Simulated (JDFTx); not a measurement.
# Si2Mo (P1) in JDFTx: tuning solver

Aim: find the choice of solver that runs Si2Mo fastest, at PBE. This setting moves, with any that are tied to it; all else stays.

All numbers are computed with JDFTx 1.7.0 (patched build); they aren't measurements. Logs are shortened: lines on timing, memory, paths and dates and some standing lists are left out, and cuts for length are marked. The log counts tension as positive stress, the text compression.

**1. The cell of the first run**

The typed cell holds 3 atoms: a = 4.535 Å, b = 4.535 Å, c = 4.535 Å, α = 138.68°, β = 138.68°, γ = 59.86°.

The cell isn't the ideal one: atoms moved at random, drawn with an rms of 0.05 Å.

**2. With solver scf**

File Si2Mo.in:

```
lattice \
   -3.0235617994     3.0235617994     3.0235617994 \
    3.0235617994    -3.0235617994     3.0235617994 \
    7.4275685328     7.4275685328    -7.4275685328
coords-type Lattice
ion Mo     0.0176620000     0.0018630000     0.0066410000 1
ion Si     0.6778390000     0.6943160000     0.0250040000 1
ion Si     0.3319990000     0.3458110000     0.0115010000 1

ion-species pseudo/Mo.upf
ion-species pseudo/Si.upf
elec-cutoff 40 320
elec-ex-corr gga-PBE
kpoint-folding 5 5 5
elec-smearing Fermi 0.0018374661
elec-n-bands 17
electronic-SCF nIterations 100 energyDiffThreshold 1e-09
electronic-minimize nIterations 30 energyDiffThreshold 1e-7
forces-output-coords Cartesian

dump-name run.$VAR
dump End Ecomponents EigStats BandEigs Kpoints Forces Stress
```

Potentials or basis: PseudoDojo-SR-PBE-0.5-standard with smoothed tails.

Launch:

```console
jdftx -c 8 -i Si2Mo.in -o Si2Mo.out
```

The program printed:

```text
*************** JDFTx 1.7.0 (patched build) ***************

Input parsed successfully to the following command list (including defaults):
[... the input with its defaults ...]

---------- Setting up symmetries ----------

Non-trivial transmission matrix:
[   1   0   0  ]
[   0   1   0  ]
[   1   1   1  ]
with reduced lattice vectors:
[      0.000000      6.047124      3.023562  ]
[      6.047124     -0.000000      3.023562  ]
[      0.000000      0.000000     -7.427569  ]

Found 16 point-group symmetries of the bravais lattice
Found 1 space-group symmetries with basis
Applied RMS atom displacement 0 bohrs to make symmetries exact.

---------- Initializing the Grid ----------
R =
[     -3.02356      3.02356      3.02356  ]
[      3.02356     -3.02356      3.02356  ]
[      7.42757      7.42757     -7.42757  ]
unit cell volume = 271.609
G =
[ -3.3388e-17    1.03904   0.422964  ]
[    1.03904 -3.3388e-17   0.422964  ]
[    1.03904    1.03904 6.90898e-18  ]
Minimum fftbox size, Smin = [  72  72  72  ]
Chosen fftbox size, S = [  72  72  72  ]

---------- Initializing tighter grid for wavefunction operations ----------
R =
[     -3.02356      3.02356      3.02356  ]
[      3.02356     -3.02356      3.02356  ]
[      7.42757      7.42757     -7.42757  ]
unit cell volume = 271.609
G =
[ -3.3388e-17    1.03904   0.422964  ]
[    1.03904 -3.3388e-17   0.422964  ]
[    1.03904    1.03904 6.90898e-18  ]
Minimum fftbox size, Smin = [  52  52  52  ]
Chosen fftbox size, S = [  54  54  54  ]

---------- Exchange Correlation functional ----------
Initalized PBE GGA exchange.
Initalized PBE GGA correlation.

---------- Setting up pseudopotentials ----------
Width of ionic core gaussian charges (only for fluid interactions / plotting) set to 0

Reading pseudopotential file 'pseudo/Mo.upf':
  'Mo' pseudopotential, 'PBE' functional
  Generated using ONCVPSP code by D. R. Hamann
  14 valence electrons, 4 orbitals, 6 projectors, 1001 radial grid points, with lMax = 2
    4S    l: 0   occupation:  2.0   eigenvalue: -2.364714
    4P    l: 1   occupation:  6.0   eigenvalue: -1.414320
    4D    l: 2   occupation:  5.0   eigenvalue: -0.137921
    5S    l: 0   occupation:  1.0   eigenvalue: -0.150182
  Core radius for overlap checks: 1.35 bohrs.

Reading pseudopotential file 'pseudo/Si.upf':
  'Si' pseudopotential, 'PBE' functional
  Generated using ONCVPSP code by D. R. Hamann
  4 valence electrons, 2 orbitals, 6 projectors, 1001 radial grid points, with lMax = 2
    3S    l: 0   occupation:  2.0   eigenvalue: -0.397365
    3P    l: 1   occupation:  2.0   eigenvalue: -0.149981
  Core radius for overlap checks: 1.86 bohrs.

Initialized 2 species with 3 total atoms.

Folded 1 k-points by 5x5x5 to 125 k-points.

---------- Setting up k-points, bands, fillings ----------
Adding inversion symmetry to k-mesh for non-inversion-symmetric unit cell.
Reduced to 63 k-points under symmetry.
Computing the number of bands and number of electrons
Calculating initial fillings.
nElectrons:  22.000000   nBands: 17   nStates: 63

----- Setting up reduced wavefunction bases (one per k-point) -----
average nbasis = 3279.720 , ideal nbasis = 3281.923

---------- Setting up ewald sum ----------
Optimum gaussian width for ewald sums = 2.200300 bohr.
Real space sum over 1573 unit cells with max indices [  5  5  6  ]
Reciprocal space sum over 3375 terms with max indices [  7  7  7  ]

---------- Allocating electronic variables ----------
Initializing wave functions:  linear combination of atomic orbitals
Mo pseudo-atom occupations:   s ( 2 2 )  p ( 6 )  d ( 4 )
Si pseudo-atom occupations:   s ( 2 )  p ( 2 )
	FillingsUpdate:  mu: +0.697892441  nElectrons: 22.000000
LCAOMinimize: Iter:   0  F: -75.9447552312618228  |grad|_K:  1.121e-02  alpha:  1.000e+00
	FillingsUpdate:  mu: +0.573517797  nElectrons: 22.000000
LCAOMinimize: Iter:   1  F: -76.2565583746478381  |grad|_K:  3.236e-03  alpha:  3.128e-01  linmin:  3.683e-01  cgtest: -1.031e+00
LCAOMinimize: 	Bad step direction: g.d > 0.
[... 11 lines of inner loops ...]
LCAOMinimize: Iter:   6  F: -76.2864474425383747  |grad|_K:  1.393e-06  alpha:  6.261e-01  linmin:  5.850e-05  cgtest: -5.805e-04
	FillingsUpdate:  mu: +0.624570033  nElectrons: 22.000000
LCAOMinimize: Iter:   7  F: -76.2864474567673909  |grad|_K:  1.767e-07  alpha:  6.452e-01  linmin:  1.652e-05  cgtest:  3.145e-04
LCAOMinimize: Converged (|Delta F|<1.000000e-06 for 2 iters).

-------- Electronic minimization -----------
Will mix electronic density at each iteration.
	FillingsUpdate:  mu: +0.624570033  nElectrons: 22.000000
	FillingsUpdate:  mu: +0.609529738  nElectrons: 22.000000
SCF: Cycle:  0   F: -76.420332153567188   dF: -1.339e-01   |Residual|: 1.007e-01   |deigs|: 3.103e-02
	FillingsUpdate:  mu: +0.596463594  nElectrons: 22.000000
SCF: Cycle:  1   F: -76.437365569064013   dF: -1.703e-02   |Residual|: 3.885e-02   |deigs|: 2.392e-02
	FillingsUpdate:  mu: +0.598589196  nElectrons: 22.000000
SCF: Cycle:  2   F: -76.439547750533109   dF: -2.182e-03   |Residual|: 2.132e-02   |deigs|: 5.156e-03
	FillingsUpdate:  mu: +0.597036723  nElectrons: 22.000000
SCF: Cycle:  3   F: -76.439648823413563   dF: -1.011e-04   |Residual|: 2.545e-03   |deigs|: 2.530e-03
	FillingsUpdate:  mu: +0.597276819  nElectrons: 22.000000
SCF: Cycle:  4   F: -76.439652978321632   dF: -4.155e-06   |Residual|: 8.338e-04   |deigs|: 4.429e-04
	FillingsUpdate:  mu: +0.597224238  nElectrons: 22.000000
SCF: Cycle:  5   F: -76.439654070957204   dF: -1.093e-06   |Residual|: 1.362e-04   |deigs|: 1.056e-04
	FillingsUpdate:  mu: +0.597204661  nElectrons: 22.000000
SCF: Cycle:  6   F: -76.439654214635993   dF: -1.437e-07   |Residual|: 9.398e-05   |deigs|: 6.004e-05
	FillingsUpdate:  mu: +0.597215874  nElectrons: 22.000000
SCF: Cycle:  7   F: -76.439654289013063   dF: -7.438e-08   |Residual|: 1.639e-05   |deigs|: 4.907e-05
	FillingsUpdate:  mu: +0.597215260  nElectrons: 22.000000
SCF: Cycle:  8   F: -76.439654301341619   dF: -1.233e-08   |Residual|: 7.349e-06   |deigs|: 3.140e-05
	FillingsUpdate:  mu: +0.597214435  nElectrons: 22.000000
SCF: Cycle:  9   F: -76.439654307913372   dF: -6.572e-09   |Residual|: 2.846e-06   |deigs|: 2.755e-05
	FillingsUpdate:  mu: +0.597214603  nElectrons: 22.000000
SCF: Cycle: 10   F: -76.439654309264427   dF: -1.351e-09   |Residual|: 9.445e-07   |deigs|: 1.876e-05
	FillingsUpdate:  mu: +0.597214636  nElectrons: 22.000000
SCF: Cycle: 11   F: -76.439654310052362   dF: -7.879e-10   |Residual|: 6.841e-07   |deigs|: 3.852e-05
	FillingsUpdate:  mu: +0.597214635  nElectrons: 22.000000
SCF: Cycle: 12   F: -76.439654310208070   dF: -1.557e-10   |Residual|: 1.844e-07   |deigs|: 1.464e-05
SCF: Converged (|Delta E|<1.000000e-09 for 2 iters).

Setting wave functions to eigenvectors of Hamiltonian

# Stress tensor in Cartesian coordinates [Eh/a0^3]:
[ -8.66607e-05  9.34166e-06  9.41551e-06  ]
[  9.34166e-06 -9.74168e-05 -1.70732e-06  ]
[  9.41551e-06 -1.70732e-06 -7.49233e-05  ]

# Ionic positions in lattice coordinates:
ion Mo   0.017662000000000   0.001863000000000   0.006641000000000 1
ion Si   0.677839000000000   0.694316000000000   0.025004000000000 1
ion Si   0.331999000000000   0.345811000000000   0.011501000000000 1

# Forces in Cartesian coordinates:
force Mo   0.012249176689357  -0.005438606882740  -0.006664094055452 1
force Si  -0.009615162125781   0.000924258556240  -0.009939327938867 1
force Si  -0.002633500669045   0.004515050624788   0.016602635327941 1

# Energy components:
   Eewald =      -62.7990698515314349
       EH =       14.9619530164118242
     Eloc =      -52.7364058363616053
      Enl =        9.6625708094617000
      Exc =      -13.5874189378551797
 Exc_core =        2.3534658063883702
       KE =       25.7053636643586501
-------------------------------------
     Etot =      -76.4395413291276782
       TS =        0.0001129810803929
-------------------------------------
        F =      -76.4396543102080699

IonicMinimize: Iter:   0  F: -76.439654310208070  |grad|_K:  8.939e-03
IonicMinimize: None of the convergence criteria satisfied after 0 iterations.

#--- Lowdin population analysis ---
# oxidation-state Mo -0.113
# oxidation-state Si +0.154 +0.157

Dumping 'run.eigStats' ...
	eMin: -1.640814 at state 0 ( [ +0.000000 +0.000000 +0.000000 ] spin 0 )
	HOMO: +0.590304 at state 56 ( [ +0.400000 -0.400000 -0.400000 ] spin 0 )
	mu  : +0.597215
	LUMO: +0.599574 at state 51 ( [ +0.400000 +0.400000 -0.400000 ] spin 0 )
	eMax: +0.898701 at state 51 ( [ +0.400000 +0.400000 -0.400000 ] spin 0 )
	HOMO-LUMO gap: +0.009270
	Optical gap  : +0.049679 at state 52 ( [ +0.400000 +0.400000 -0.200000 ] spin 0 )
Done!
[note: the HOMO, LUMO and gaps printed at the end count levels as full or empty at half filling, so they show a gap where a level is partly filled]
```

Wall time 3.4 min (8 threads of Arm Neoverse N1, host not shared); peak memory 0.3 GiB.

What came out:

```yaml
Free_energy: -2080.0290 eV
Pressure: 2.5 GPa
Largest_force: 0.895 eV/Å
Band_gap_on_the_k_mesh: none (metal or under the smearing width)
```

**3. With solver scf Potential**

Si2Mo.in, as its differences from that of step 2:

```diff
@@ -16,3 +16,3 @@
 elec-n-bands 17
-electronic-SCF nIterations 100 energyDiffThreshold 1e-09
+electronic-SCF nIterations 100 energyDiffThreshold 1e-09 mixedVariable Potential
 electronic-minimize nIterations 30 energyDiffThreshold 1e-7
```

Potentials or basis: PseudoDojo-SR-PBE-0.5-standard with smoothed tails.

Launch:

```console
jdftx -c 8 -i Si2Mo.in -o Si2Mo.out
```

It took 2.9 min on 8 threads of Arm Neoverse N1, host not shared; peak memory 0.31 GiB.

The run converged. Its results:

```
Free energy            : -2080.0290 eV
Pressure               : 2.5 GPa
Largest force          : 0.895 eV/Å
Band gap on the k mesh : none (metal or under the smearing width)
```

**4. With solver minimize 200**

Si2Mo.in, as its differences from that of step 3:

```diff
@@ -16,4 +16,3 @@
 elec-n-bands 17
-electronic-SCF nIterations 100 energyDiffThreshold 1e-09 mixedVariable Potential
-electronic-minimize nIterations 30 energyDiffThreshold 1e-7
+electronic-minimize nIterations 200 energyDiffThreshold 1e-09
 forces-output-coords Cartesian
```

Launch:

```console
jdftx -c 8 -i Si2Mo.in -o Si2Mo.out
```

Run time: 4.7 min. Hardware: 8 threads of Arm Neoverse N1, host not shared; peak memory 0.33 GiB.

The run converged. Its results:

- Free energy: -2080.0290 eV
- Pressure: 2.5 GPa
- Largest force: 0.895 eV/Å
- Band gap on the k mesh: none (metal or under the smearing width)

**5. With solver minimize 200 L-BFGS**

Si2Mo.in, as its differences from that of step 4:

```diff
@@ -16,3 +16,3 @@
 elec-n-bands 17
-electronic-minimize nIterations 200 energyDiffThreshold 1e-09
+electronic-minimize nIterations 200 energyDiffThreshold 1e-09 dirUpdateScheme L-BFGS
 forces-output-coords Cartesian
```

Launch:

```console
jdftx -c 8 -i Si2Mo.in -o Si2Mo.out
```

Run time: 39 min. Hardware: 8 threads of Arm Neoverse N1, host not shared.

The calculation hadn't finished when its time ran out.

**6. Result**

```
             solver  energy less the last converged row (meV/atom)  SCF cycles  wall time (s)  peak memory (GiB)
                scf                                           0.00          13            210                0.3
      scf Potential                                           0.00          10            170               0.31
       minimize 200                                           0.00          26            280               0.33
minimize 200 L-BFGS                         timed out after 2400 s           -              -                  -
```

Fastest here: scf Potential (170 s), level within noise with scf; slowest of those that converged: minimize 200 (280 s). These are single runs, one after another on one machine, so differences under about a fifth mean little.

Caveats: all runs use coarse meshes; with smearing the direct minimiser can stop above the self-consistent energy.
